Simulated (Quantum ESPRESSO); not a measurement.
Crystal: GaN.

```
Ga N
1.0
     3.18000    0.00000    0.00000
    -1.59000    2.75396    0.00000
     0.00000    0.00000    5.16600
Ga N
2 2
Direct
  0.66667 0.33333 0.50000
  0.33333 0.66667 0.00000
  0.66667 0.33333 0.87500
  0.33333 0.66667 0.37500
```

Base run:

| Item | Value |
| --- | --- |
| Program | Quantum ESPRESSO 7.5 |
| Functional | AM05 |
| Potentials or basis | GBRV 1.5 PBE |
| Cutoff | 762 eV |
| Density cutoff | 6095 eV |
| k mesh | 6 × 6 × 4, shifted |
| Occupations | fermi-dirac, width 0.05 eV |
| Spin | no spin polarisation |

Its results: pressure 1.8 GPa; largest force 0.135 eV/Å; electronic dielectric tensor (diagonal) 6.12, 6.12, 5.78.

Question: The run is repeated on the same cell with these changes: functional from AM05 to BLYP. What comes out?

Answer: Pressure 14.0 GPa; largest force 0.132 eV/Å; electronic dielectric tensor (diagonal) 5.85, 5.85, 5.57.

BLYP binds less tightly than AM05, so the same cell stands under more pressure.

Caveats: the potentials were made for another functional, which shifts forces and pressure; the cell is more than 3 GPa from zero pressure, which shifts response properties (some runs).

Not every run made on this cell is shown here.
